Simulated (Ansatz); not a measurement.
Runs of Ansatz 0.2.0 on Si2W. Symmetry: P6_222, No. 180, hexagonal system. Conventional cell: a = 4.617 Å, b = 4.617 Å, c = 6.653 Å, α = 90.00°, β = 90.00°, γ = 120.00°. W (site symmetry 222) is surrounded by 10 Si at 2.59 to 2.69 Å. Around Si (site symmetry 2) lie 5 Si at 2.57 to 2.69 Å and 5 W at 2.59 to 2.69 Å. Measurements of this composition are mostly on another form, of space group No. 139.

```csv
task,cell,points for each segment of the path,gap on the mesh (eV),pressure (GPa),largest force (eV/Å)
single point,as given,-,(a),-5.6,0.04
single point,"atoms moved at random, drawn with an rms of 0.05 Å",-,0.04,-5.1,1.32
band structure,as given,10,-,-5.6,0.04
relaxation of cell and atoms,relaxed,-,0.23,0.0,-
```

Alike in all rows: level PBEsol; potentials or basis Ansatz PAW; no spin polarisation; k mesh 7 × 7 × 4; cutoff (eV) 420; smearing fermi-dirac 0.05 eV.

Task: Fill in the values left out.

Result: (a) 0.22.

Caveats: spin-orbit coupling is left out, which moves the levels of the heavy elements; the PAW data sets come from PBE, with cores solved anew for the run's functional, which leaves a small shift of forces and pressure; odd divisions of the mesh miss points on the zone boundary, where band edges often lie, so the gap on the mesh can be too wide (some runs); the plane-wave basis is chosen anew once the cell has moved, so the energies of steps on either side of that aren't comparable (some runs).

A k mesh can miss the band edges, and the runs leave out spin-orbit coupling on W.
